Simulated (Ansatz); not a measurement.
# Kick test of a cell of Si

The cell was found from a structure generator's guess, not taken from experiment.

These are results of DFT PBE, scalar-relativistic, plane waves, PAW in Ansatz 0.2.0, not measurements. Cutoff 420 eV; k points 24×24×24 on the computed 2-atom cell (Γ-centred); Gaussian smearing, width 0.10 eV; no spin polarisation.

The cell below (2 atoms, space group Immm (No. 71)) is relaxed within its symmetry.

```xyz
2
Lattice="-1.6382 1.7367 3.0935 1.6382 -1.7367 3.0935 1.6382 1.7367 -3.0935" Properties=species:S:1:pos:R:3 pbc="T T T"
Si    1.6382    0.0000    1.9096
Si    0.0000    1.7367    1.1839
```

For the test a repeat of it with 4 atoms (edges 3.47, 3.91, 6.06 Å) was strained at random (σ = 1.5 % a component), the atoms were moved at random (σ = 0.05 Å), and all was relaxed again on a coarse 8×8×8 mesh (in the run’s order of axes) with 0.20 eV smearing, with no symmetry imposed.

**Question.** Does it come back?

**Answer.** It returns, within 1 meV/atom of the unmoved cell on that mesh and with the same symmetry when read at 0.1 Å (C2/m at 0.01 Å, so small strains and shifts remain). So it is stable against the distortions that fit this cell and that this random move excites. Modes that don't fit the cell aren't tested.
